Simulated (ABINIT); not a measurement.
# Mo (Im-3m) in ABINIT: settings compared, part 2 of 2

ABINIT 10.8.3 (patched build).

### 3 Phonons at a zone-boundary q, PBE+D3

File run.abi:

```
# Datasets
ndtset 3

# Pseudopotentials
pp_dirpath "./"
pseudos "Mo.upf"

# Structure
acell 5.1839677754 5.1839677754 5.1839677754
rprim
    -0.5773502692     0.5773502692     0.5773502692
     0.5773502692    -0.5773502692     0.5773502692
     0.5773502692     0.5773502692    -0.5773502692
ntypat 1
znucl 42
natom 1
typat 1
xred
            0.0            0.0            0.0

# Plane-wave basis
ecut 35.0

# k points
ngkpt 14 14 14
nshiftk 1
shiftk 0.0 0.0 0.0

# Exchange and correlation
ixc 11
vdw_xc 6

# Bands and occupations
nband 15
occopt 4
tsmear 0.2 eV

# SCF cycle
nstep 80

# Output
prteig 0
prtebands 0
prtwf 0
prtden 0
prtpot 0

# Dataset 1: ground state
kptopt1 1
tolvrs1 1.0e-15
prtwf1 1
tolwfr1 1.0e-14
nbdbuf1 4
nline1 6

# Dataset 2: atomic displacements at q = 0.0 0.0 0.5
rfphon2 1
rfatpol2 1 1
rfdir2 1 1 1
getwfk2 1
kptopt2 3
nqpt2 1
qpt2 0.0 0.0 1/2
tolvrs2 1.0e-9

# Dataset 3: atomic displacements at q = 0.5 -0.5 0.5
rfphon3 1
rfatpol3 1 1
rfdir3 1 1 1
getwfk3 1
kptopt3 3
nqpt3 1
qpt3 1/2 -1/2 1/2
tolvrs3 1.0e-9
```

Potentials or basis: PseudoDojo NC SR PBE v0.4.1 standard.

On the command line:

```console
> mpirun --bind-to none -np 4 abinit run.abi > log 2>&1
```

run.abo:

```text
.Version 10.8.3 of ABINIT
 DATASET    1 : space group Im -3 m (#229); Bravais cI (body-center cubic)
================================================================================
 Values of the parameters that define the memory need for DATASET  1.
     intxc =       0    ionmov =       0      iscf =       7    lmnmax =       6
     lnmax =       6     mgfft =      30  mpssoang =       3    mqgrid =    3001
     natom =       1  nloc_mem =       1    nspden =       1   nspinor =       1
    nsppol =       1      nsym =      48    n1xccc =    2501    ntypat =       1
    occopt =       4   xclevel =       2
       mpw =        1079          nfft =       27000          nkpt =         104
================================================================================
================================================================================

 DATASET    2 : space group Im -3 m (#229); Bravais cI (body-center cubic)
================================================================================
 Values of the parameters that define the memory need for DATASET  2 (RF).
     intxc =       0      iscf =       7    lmnmax =       6     lnmax =       6
     mgfft =      30  mpssoang =       3    mqgrid =    3001     natom =       1
  nloc_mem =       1    nspden =       1   nspinor =       1    nsppol =       1
      nsym =      48    n1xccc =    2501    ntypat =       1    occopt =       4
   xclevel =       2
      nfft =       27000          nkpt =        2744
================================================================================
================================================================================

 DATASET    3 : space group Im -3 m (#229); Bravais cI (body-center cubic)
================================================================================
 Values of the parameters that define the memory need for DATASET  3 (RF).
[... 494 lines left out ...]
  dir pert dir pert     real part    imaginary part

   1    1   1    1         0.0226624339        -0.0000001762

   2    1   2    1         0.0226624339        -0.0000001762

   3    1   3    1         0.0226624339        -0.0000001762

  Phonon wavevector (reduced coordinates) :  0.50000 -0.50000  0.50000
 Phonon energies in Hartree :
   3.599759E-04  3.599759E-04  3.599759E-04
 Phonon frequencies in cm-1    :
   7.900557E+01  7.900557E+01  7.900557E+01

== END DATASET(S) ==============================================================
================================================================================

 -outvars: echo values of variables after computation  --------
            acell      5.1839677754E+00  5.1839677754E+00  5.1839677754E+00 Bohr
           etotal1    -7.0297031555E+01
           etotal2     4.5637658328E+00
           etotal3     6.0901938513E-01
            fcart1    -0.0000000000E+00 -0.0000000000E+00 -0.0000000000E+00
            fcart2     0.0000000000E+00  0.0000000000E+00  0.0000000000E+00
            fcart3     0.0000000000E+00  0.0000000000E+00  0.0000000000E+00
            rprim     -5.7735026920E-01  5.7735026920E-01  5.7735026920E-01
                       5.7735026920E-01 -5.7735026920E-01  5.7735026920E-01
                       5.7735026920E-01  5.7735026920E-01 -5.7735026920E-01
           strten1     2.9468522005E-04  2.9468522005E-04  2.9468522005E-04
                       0.0000000000E+00  0.0000000000E+00  0.0000000000E+00
           strten2     0.0000000000E+00  0.0000000000E+00  0.0000000000E+00
                       0.0000000000E+00  0.0000000000E+00  0.0000000000E+00
           strten3     0.0000000000E+00  0.0000000000E+00  0.0000000000E+00
                       0.0000000000E+00  0.0000000000E+00  0.0000000000E+00
 Calculation completed.
```

It took 9.2 min on 4 MPI ranks of Arm Neoverse V2, shared host; peak memory 2.4 GiB.

What came out:

```
Free energy              : -1912.8797 eV
Pressure                 : -8.7 GPa
Band gap on the k mesh   : none (metal or under the smearing width)
Highest phonon frequency : 253 cm⁻¹
```

Phonon frequencies in cm⁻¹ (negative: imaginary):
| q point | frequencies |
| --- | --- |
| (0.000, 0.000, 0.500) | 112 186 253 |
| (0.500, -0.500, 0.500) | 79 79 79 |

Caveat: pairwise dispersion overbinds metals, which lowers pressure and volume.
